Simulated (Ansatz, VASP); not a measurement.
## GaN: VASP beside Ansatz

```xyz
4
Lattice="3.1800 0.0000 0.0000 -1.5900 2.7540 0.0000 0.0000 0.0000 5.0369" Properties=species:S:1:pos:R:3 pbc="T T T"
Ga    0.0000    1.8360    0.0000
Ga    1.5900    0.9180    2.5184
N     0.0000    1.8360    1.8888
N     1.5900    0.9180    4.4072
```

Change from the starting cell: strain +0.000 along x and y, -0.025 along z, atoms carried along.

Alike in both runs: task single point; functional PBE; k mesh 12 × 12 × 6; occupations gaussian, width 0.05 eV; no spin polarisation.

```csv
,VASP,Ansatz
version,VASP 6.6.1,Ansatz 0.2.0
potentials or method,"VASP PAW PBE potentials, release 64 (Ga_d, N)","scalar-relativistic, plane waves, PAW"
plane-wave cutoff (eV),520,420
valence electrons in the cell,36,36
```

```csv
,VASP,Ansatz,Ansatz less VASP
gap on the k mesh at the Fermi level (eV),2.18,2.17,-0.010
least direct gap on the mesh (eV),2.18,2.17,-0.010
pressure (GPa),13.1,13.1,-0.01
largest component of the traceless stress (GPa),9.15,9.17,+0.023
rms of the force components (eV/Å),0.296,0.303,+0.0067
```

Atom by atom the forces differ by 0.007 eV/Å (rms over components).
